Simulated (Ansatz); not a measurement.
Review of an SCF result for Fe

System: Fe, a measured crystal structure (space group Fm-3m, primitive cell doubled); the cell holds 2 atoms. The computed pressure is over 10 GPa in size, so the cell is far from the computed equilibrium volume. Source: COD entry 9014476; it may be a high-temperature, high-pressure or metastable form.

The calculation used DFT, PBE, PAW, plane waves, scalar-relativistic in Ansatz.

```yaml
crystal:
  lattice:
    - [-1.7975, -1.7975, -3.595]
    - [1.7975, -1.7975, 0.0]
    - [-1.7975, -1.7975, 0.0]
  atoms:
    - { symbol: Fe, position: [0.0, 0.0, 0.0], spin: 4.0 }
    - { symbol: Fe, position: [0.5, 0.5, 0.0], spin: -4.0 }
  symmetry: { detect: false, time_reversal: true }
magnetization:
  spin_polarized: true
hamiltonian:
  xc: pbe
  pseudopotentials: { kind: paw }
basis:
  ecutwfc: 420
kpoints:
  mp_grid: { grid: [9, 12, 14] }
scf:
  occupations: { method: fermi_dirac, width: 0.1 }
  lower_state_search: "off"
output:
  forces: true
  stress: true
```

Time: 72 s on 2 threads of Arm Neoverse V2 (shared host), peak memory 1 GiB.

The end of the output:

```
SCF converged after 16 iterations
an eigenvalue changed by more than its tolerance at an iteration that met the thresholds in force, so the SCF went on 2 times, its first undamped step at iteration 13: the last check found none over its tolerance
Magnetization: 0.0000 μB (16.0000 up, 16.0000 down)
Absolute magnetization: 3.5248 μB (∫|ρ↑−ρ↓|, with the PAW one-centre terms)
Spin contamination: 1.2382 ħ² per cell (⟨S²⟩ above its minimum at these occupations)
Per-site moments (μB) at R_I (Å): [(1.7111, 1.0485), (-1.7111, 1.0485)]
Free energy (F): -8960.710989 eV
Harris-Foulkes:  -8960.710989 eV  (|F-HF|=3.62e-10)
Internal energy: -8960.599319 eV  (E = F + TS)
E sigma→0 (E₀):  -8960.655154 eV
Entropy (-TS):   -0.111671 eV (-55.835 meV/atom)
Fermi energy:    18.326254 eV
--- Forces (eV/Å), atoms counted from 1 ---
  atom   1  Fe    -0.00000000     0.00000000    -0.00000013
  atom   2  Fe    -0.00000000     0.00000000     0.00000012
--- Stress (GPa, compression-positive) ---
      -17.779398       0.055184      -0.002489
        0.055184     -17.779398      -0.002490
       -0.002494      -0.002495      -3.475992
  P = ⅓ Tr σ = -13.0116 GPa (-130.116 kbar)
```

The mesh has less symmetry than the lattice, which lowers the symmetry of the run.

Site moments are taken inside atomic spheres and don't add up to the total.

**Question.** Has the SCF ended in the lowest solution? If not, by how much is it too high?

**Answer.** No lower state turned up: it is the lowest of 3 states reached by 14 converged runs, and the next lies 16.8 meV/atom higher (ferromagnetic, site moments Fe1 2.46, Fe2 2.46 μB, total 4.84 μB per cell, no gap on the k-mesh). That doesn't prove a ground state. This multiple of the primitive cell fits some opposed orders; other multiples fit others. Only collinear orders within this cell were tried; the true ground state may need a larger cell.
